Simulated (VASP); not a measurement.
# K (Im-3m) in VASP: further runs

Runs on K. Level: r2SCAN. Tasks: single point.

Program: VASP 6.6.1. These are calculated values, not measurements. Logs are shortened: lines on timing, memory, paths and dates and some standing lists are left out, and cuts for length are marked.

**1. The structure**

The structure is cubic, space group Im-3m (No. 229). The conventional cell has a = 5.395 Å, b = 5.395 Å, c = 5.395 Å, α = 90.00°, β = 90.00°, γ = 90.00°.

**2. Single point, r2SCAN**

Input file INCAR:

```
SYSTEM = K
ADDGRID = .False.
ALGO = Normal
EDIFF = 1E-6
ENCUT = 700
ISIF = 2
ISMEAR = -1
LASPH = .True.
LCHARG = .False.
LMIXTAU = .True.
LREAL = .False.
LWAVE = .False.
METAGGA = R2SCAN
NBANDS = 10
NELM = 100
PREC = Accurate
SIGMA = 0.15
```

Input file KPOINTS:

```
k-points
0
Gamma
  4 4 4
  0 0 0
```

Input file POSCAR:

```
K
1.0
   -2.6975585167      2.6975585167      2.6975585167
    2.6975585167     -2.6975585167      2.6975585167
    2.6975585167      2.6975585167     -2.6975585167
K
1
Direct
    0.0000000000      0.0000000000      0.0000000000
```

Potentials or basis: VASP PAW PBE potentials, release 64 (K_pv).

Started as:

```bash
$ cat potpaw_PBE.64/K_pv/POTCAR > POTCAR
$ mpirun -np 1 vasp_std > vasp.out
```

OUTCAR:

```text
SYSTEM = K
   EDIFF = 1E-6
   ENCUT = 700
   ISIF = 2
   ISMEAR = -1
   LASPH = .True.
   LREAL = .False.
   METAGGA = R2SCAN
   NELM = 100
   PREC = Accurate

 Found      8 irreducible k-points:

 Following reciprocal coordinates:
            Coordinates               Weight
  0.000000  0.000000  0.000000      1.000000
  0.250000  0.000000  0.000000     12.000000
  0.500000  0.000000  0.000000      6.000000
  0.250000  0.250000  0.000000     24.000000
  0.250000  0.250000  0.250000      2.000000
 -0.250000  0.250000  0.250000      6.000000
   k-points           NKPTS =      8   k-points in BZ     NKDIM =      8   number of bands    NBANDS=     10
   number of dos      NEDOS =    301   number of ions     NIONS =      1
   total plane-waves  NPLWV =  64000
   dimension x,y,z NGX =    40 NGY =   40 NGZ =   40
   dimension x,y,z NGXF=    80 NGYF=   80 NGZF=   80
   ions per type =               1
   NGX,Y,Z   is equivalent  to a cutoff of  14.23, 14.23, 14.23 a.u.
   NGXF,Y,Z  is equivalent  to a cutoff of  28.46, 28.46, 28.46 a.u.
 SYSTEM =  K
   PREC   = accura    normal or accurate (medium, high low for compatibility)
   ISTART =      0    job   : 0-new  1-cont  2-samecut
   ICHARG =      2    charge: 1-file 2-atom 10-const
   ISPIN  =      1    spin polarized calculation?
   LNONCOLLINEAR =      F non collinear calculations
   LSORBIT =      F    spin-orbit coupling
   LASPH  =      T    aspherical Exc in radial PAW
   ENCUT  =  700.0 eV  51.45 Ry    7.17 a.u.  10.08 10.08 10.08*2*pi/ulx,y,z
   NELM   =    100;   NELMIN=  2; NELMDL= -5     # of ELM steps
   EDIFF  = 0.1E-05   stopping-criterion for ELM
   LREAL  =      F    real-space projection
   EDIFFG = 0.1E-04   stopping-criterion for IOM
   NSW    =      0    number of steps for IOM
   IBRION =     -1    ionic relax: 0-MD 1-quasi-New 2-CG
   NFREE  =      0    steps in history (QN), initial steepest desc. (CG)
   ISIF   =      2    stress and relaxation
   ISYM   =      2    0-nonsym 1-usesym 2-fastsym
   POTIM  = 0.5000    time-step for ionic-motion
   TEBEG  =    0.0;   TEEND  =   0.0 temperature during run
   PSTRESS=    0.0 pullay stress
   NELECT =       7.0000    total number of electrons
   NUPDOWN=      -1.0000    fix difference up-down
   EMIN   =  10.00;   EMAX   =-10.00  energy-range for DOS
   EFERMI =   0.00;   METHOD = LEGACY
   ISMEAR =    -1;   SIGMA  =   0.15  broadening in eV -4-tet -1-fermi 0-gaus
   EFERMI_NEDOS =   21; number of points for ismear=-14 and -15
   IALGO  =     38    algorithm
   IMIX   =      4    mixing-type and parameters
     AMIX     =   0.40;   BMIX     =  1.00
     AMIX_MAG =   1.60;   BMIX_MAG =  1.00
  volume/ion in A,a.u.               =      78.52       529.87
  Fermi-wavevector in a.u.,A,eV,Ry     =   0.731335  1.382024  7.277097  0.534852
  Thomas-Fermi vector in A             =   1.823527
   LORBIT       =      0    0 simple, 1 ext, 2 COOP (PROOUT), +10 PAW based schemes
   METAGGA = R2SCAN    functional components
   LHFCALC =     F    Hartree Fock is set to
   AEXX    =    0.0000 exact exchange contribution
   IVDW    =     0    specifies the selected vdW correction
   LEPSILON=     F    determine dielectric tensor
   LRPA    =     F    only Hartree local field effects (RPA)
 non-spin polarized calculation
  energy-cutoff  :      700.00
  volume of cell :       78.52
 maximum number of plane-waves:      3352
   NGX = 21   NGY = 21   NGZ = 21

 number of electron       7.0000000 magnetization

 Free energy of the ion-electron system (eV)
  ---------------------------------------------------
  ext. energy  EPLUGINS =         0.00000000
  ---------------------------------------------------
  free energy    TOTEN  =        -5.97611996 eV

  energy without entropy =       -5.89159139  energy(sigma->0) =       -5.93385568

 E-fermi :  -1.2329     XC(G=0):  -5.7889

 val. band max:       -1.2539320871   @ k =   0.2500   0.2500   0.0000
 cond. band min:      -0.6415311565   @ k =   0.5000   0.0000   0.0000
 fundamental gap:      0.6124009306
 Fermi energy:        -1.2329109778

 k-point     1 :       0.0000    0.0000    0.0000
  band No.  band energies     occupation
      1     -17.4915      2.00000
      2     -17.4915      2.00000
      3     -17.4915      2.00000
      4      -3.4297      2.00000
      5       3.5637      0.00000
      6       3.5637      0.00000
      7       3.5637      0.00000
      8       4.5421      0.00000
      9       4.5421      0.00000
     10       7.0481      0.00000

 k-point     2 :       0.2500    0.0000    0.0000
  band No.  band energies     occupation
      1     -17.5198      2.00000
      2     -17.5009      2.00000
      3     -17.4915      2.00000
      4      -2.6601      1.99985
      5       1.9568      0.00000
      6       2.7869      0.00000
      7       4.1756      0.00000
      8       4.3412      0.00000
      9       4.4170      0.00000
     10       6.6925      0.00000

 k-point     3 :       0.5000    0.0000    0.0000
  band No.  band energies     occupation
      1     -17.5477      2.00000
      2     -17.5103      2.00000
      3     -17.4915      2.00000
      4      -0.6415      0.03806
      5      -0.6021      0.02939
      6       2.2831      0.00000
      7       4.1786      0.00000
      8       4.9787      0.00000
      9       5.1724      0.00000
     10       5.6218      0.00000

 k-point     4 :       0.2500    0.2500    0.0000
  band No.  band energies     occupation
      1     -17.5373      2.00000
      2     -17.5149      2.00000
      3     -17.4973      2.00000
      4      -1.2539      1.06996
      5       0.7674      0.00000
      6       1.3835      0.00000
      7       3.9631      0.00000
      8       4.3432      0.00000
      9       5.1445      0.00000
     10       6.1330      0.00000

 k-point     5 :       0.2500    0.2500    0.2500
  band No.  band energies     occupation
      1     -17.5188      2.00000
      2     -17.5188      2.00000
      3     -17.5188      2.00000
      4       0.3070      0.00007
      5       0.3070      0.00007
      6       0.3070      0.00007
      7       2.2402      0.00000
      8       5.2768      0.00000
      9       5.2768      0.00000
     10       6.5531      0.00000

 k-point     6 :      -0.2500    0.2500    0.2500
  band No.  band energies     occupation
      1     -17.5206      2.00000
      2     -17.5110      2.00000
      3     -17.5110      2.00000
      4      -1.9372      1.98188
      5       1.8844      0.00000
      6       2.5905      0.00000
      7       2.5905      0.00000
      8       4.3475      0.00000
      9       4.4965      0.00000
     10       5.9495      0.00000

 [... further k-points ...]

------------------------ aborting loop because EDIFF is reached ----------------------------------------

  FORCE on cell =-STRESS in cart. coord.  units (eV):
  Direction    XX          YY          ZZ          XY          YZ          ZX
  --------------------------------------------------------------------------------------
  -------------------------------------------------------------------------------------
  Total        0.0004634      0.0004634      0.0004634     -0.0000000     -0.0000000      0.0000000
  in kB        0.0094552      0.0094552      0.0094552     -0.0000000     -0.0000000      0.0000000
  external PRESSURE =       0.0094552 kB  Pullay stress =       0.0000000 kB

 VOLUME and BASIS-vectors are now :
 -----------------------------------------------------------------------------
  energy-cutoff  :      700.00
  volume of cell :       78.52
      direct lattice vectors                 reciprocal lattice vectors
    -2.697558517  2.697558517  2.697558517     0.000000000  0.185352791  0.185352791
     2.697558517 -2.697558517  2.697558517     0.185352791  0.000000000  0.185352791
     2.697558517  2.697558517 -2.697558517     0.185352791  0.185352791  0.000000000

 POSITION                                       TOTAL-FORCE (eV/Angst)
 -----------------------------------------------------------------------------------
      0.00000      0.00000      0.00000        -0.000000      0.000000     -0.000000
 -----------------------------------------------------------------------------------
    total drift:                                0.000000      0.000000     -0.000000

  FREE ENERGIE OF THE ION-ELECTRON SYSTEM (eV)
  ---------------------------------------------------
  free  energy   TOTEN  =        -5.9761199643 eV

  energy  without entropy=       -5.8915913917  energy(sigma->0) =       -5.93385568
```

Wall time 58 s (1 thread of Intel Xeon Platinum 8559C (Emerald Rapids), shared host); peak memory 0.25 GiB.

The run converged, but some of its settings lie outside the range that counts as converged, so its numbers aren't taken as properties of the crystal.

What came out:

- Free energy: -5.9761 eV
- Pressure: 0.0 GPa
- Band gap on the k mesh: none (metal or under the smearing width)

Caveat: the k mesh is coarse (spacing up to 0.41 Å⁻¹), so the values aren't converged; the PAW data sets were made with another functional, which shifts forces and pressure a little.

**3. Single point, r2SCAN**

INCAR is that of step 2.

KPOINTS is that of step 2.

Input file POSCAR:

```
K
1.0
   -2.6491090000      2.6630490000      2.6437420000
    2.6773590000     -2.6874940000      2.6964360000
    2.7342160000      2.7726000000     -2.6681870000
K
1
Direct
   -0.0060180000      0.0074470000      0.0002300000
```

Potentials or basis: VASP PAW PBE potentials, release 64 (K_pv).

Started as:

```bash
$ cat potpaw_PBE.64/K_pv/POTCAR > POTCAR
$ mpirun -np 1 vasp_std > vasp.out
```

Run time: 3.5 min. Hardware: 1 thread of Intel Xeon Platinum 8559C (Emerald Rapids), shared host; peak memory 0.28 GiB.

The run converged, but some of its settings lie outside the range that counts as converged, so its numbers aren't taken as properties of the crystal.

What came out:

```
Free energy            : -5.9759 eV
Pressure               : 0.0 GPa
Band gap on the k mesh : none (metal or under the smearing width)
```

Caveat: the k mesh is coarse (spacing up to 0.41 Å⁻¹), so the values aren't converged; the PAW data sets were made with another functional, which shifts forces and pressure a little.

**4. Single point, r2SCAN**

INCAR, as its differences from that of step 3:

```diff
@@ -4,3 +4,3 @@
 EDIFF = 1E-6
-ENCUT = 700
+ENCUT = 450
 ISIF = 2
```

Input file KPOINTS:

```
k-points
0
Gamma
  5 5 5
  0 0 0
```

Input file POSCAR:

```
K
1.0
   -2.6975585167      2.6975585167      2.6975585167
    2.6975585167     -2.6975585167      2.6975585167
    2.6975585167      2.6975585167     -2.6975585167
K
1
Direct
    0.0000000000      0.0000000000      0.0000000000
```

Potentials or basis: VASP PAW PBE potentials, release 64 (K_pv).

Started as:

```bash
$ cat potpaw_PBE.64/K_pv/POTCAR > POTCAR
$ mpirun -np 1 vasp_std > vasp.out
```

OUTCAR:

```text
SYSTEM = K
   EDIFF = 1E-6
   ENCUT = 450
   ISIF = 2
   ISMEAR = -1
   LASPH = .True.
   LREAL = .False.
   METAGGA = R2SCAN
   NELM = 100
   PREC = Accurate

 Found     10 irreducible k-points:

 Following reciprocal coordinates:
            Coordinates               Weight
  0.000000  0.000000  0.000000      1.000000
  0.200000  0.000000  0.000000     12.000000
  0.400000  0.000000  0.000000     12.000000
  0.200000  0.200000  0.000000     24.000000
  0.400000  0.200000  0.000000     24.000000
  0.200000  0.200000  0.200000      8.000000
   k-points           NKPTS =     10   k-points in BZ     NKDIM =     10   number of bands    NBANDS=     10
   number of dos      NEDOS =    301   number of ions     NIONS =      1
   total plane-waves  NPLWV =  32768
   dimension x,y,z NGX =    32 NGY =   32 NGZ =   32
   dimension x,y,z NGXF=    64 NGYF=   64 NGZF=   64
   ions per type =               1
   NGX,Y,Z   is equivalent  to a cutoff of  11.39, 11.39, 11.39 a.u.
   NGXF,Y,Z  is equivalent  to a cutoff of  22.77, 22.77, 22.77 a.u.
 SYSTEM =  K
   PREC   = accura    normal or accurate (medium, high low for compatibility)
   ISTART =      0    job   : 0-new  1-cont  2-samecut
   ICHARG =      2    charge: 1-file 2-atom 10-const
   ISPIN  =      1    spin polarized calculation?
   LNONCOLLINEAR =      F non collinear calculations
[... 62 lines left out ...]
      2     -17.4912      2.00000
      3     -17.4911      2.00000
      4      -3.4290      2.00000
      5       3.5619      0.00000
      6       3.5621      0.00000
      7       3.5621      0.00000
      8       4.5415      0.00000
      9       4.5415      0.00000
     10       7.0542      0.00000
[... 53 lines left out ...]
 k-point     6 :       0.2000    0.2000    0.2000
  band No.  band energies     occupation
      1     -17.5329      2.00000
      2     -17.5094      2.00000
      3     -17.5094      2.00000
      4      -0.7217      0.06892
      5       0.7822      0.00000
      6       0.7822      0.00000
      7       2.7946      0.00000
      8       5.1699      0.00000
      9       5.1699      0.00000
     10       6.3784      0.00000

 [... further k-points ...]

------------------------ aborting loop because EDIFF is reached ----------------------------------------

  FORCE on cell =-STRESS in cart. coord.  units (eV):
  Direction    XX          YY          ZZ          XY          YZ          ZX
  --------------------------------------------------------------------------------------
  -------------------------------------------------------------------------------------
  Total       -0.0375799     -0.0375799     -0.0375799     -0.0000000      0.0000000      0.0000000
  in kB       -0.7668201     -0.7668201     -0.7668201     -0.0000000      0.0000000      0.0000000
  external PRESSURE =      -0.7668201 kB  Pullay stress =       0.0000000 kB

 VOLUME and BASIS-vectors are now :
 -----------------------------------------------------------------------------
  energy-cutoff  :      450.00
  volume of cell :       78.52
      direct lattice vectors                 reciprocal lattice vectors
    -2.697558517  2.697558517  2.697558517     0.000000000  0.185352791  0.185352791
     2.697558517 -2.697558517  2.697558517     0.185352791  0.000000000  0.185352791
     2.697558517  2.697558517 -2.697558517     0.185352791  0.185352791  0.000000000

 POSITION                                       TOTAL-FORCE (eV/Angst)
 -----------------------------------------------------------------------------------
      0.00000      0.00000      0.00000        -0.000000      0.000000      0.000000
 -----------------------------------------------------------------------------------
    total drift:                                0.000000      0.000000     -0.000000

  FREE ENERGIE OF THE ION-ELECTRON SYSTEM (eV)
  ---------------------------------------------------
  free  energy   TOTEN  =        -6.0103989428 eV

  energy  without entropy=       -5.9562237172  energy(sigma->0) =       -5.98331133
```

Wall time 28 s (1 thread of Intel Xeon Platinum 8559C (Emerald Rapids), shared host); peak memory 0.18 GiB.

The run converged, but some of its settings lie outside the range that counts as converged, so its numbers aren't taken as properties of the crystal.

Results:

```
Free energy            : -6.0104 eV
Pressure               : -0.1 GPa
Band gap on the k mesh : none (metal or under the smearing width)
```

Caveat: the PAW data sets were made with another functional, which shifts forces and pressure a little.
